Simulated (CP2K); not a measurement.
GaSb:

```xyz
2
Lattice="4.3261 0.0000 0.0000 2.1630 3.7465 0.0000 2.1630 1.2488 3.5322" Properties=species:S:1:pos:R:3 pbc="T T T"
Sb    6.4891    3.7465    2.6492
Ga    0.0000    0.0000    0.0000
```

Base run:

* Program: CP2K 2026.2
* Functional: RPBE
* Dispersion: D3
* Potentials or basis: POTENTIAL_UZH Sb GTH-PBE-q5, Ga GTH-PBE-q13; TZVP-MOLOPT-PBE-GTH basis
* Density cutoff: 6123 eV
* k mesh: 8 × 8 × 8
* Occupations: fermi-dirac, width 0.05 eV
* Spin: no spin polarisation

Its results: band gap on the k mesh 0.16 eV, direct; pressure 1.5 GPa.

**Question.** After a change of settings the same cell gave: band gap on the k mesh 0.16 eV, direct; pressure -5.7 GPa. Which change was it?
A. dispersion from D3 to D3(BJ)
B. dispersion from D3 to D4
C. dispersion from D3 to none

**Answer.** A.

Caveats: the potentials were made for another functional, which shifts forces and pressure; spin-orbit coupling is left out, which moves the levels of the heavy elements; the basis of atomic orbitals isn't converged, which shifts pressures, moduli and gaps.
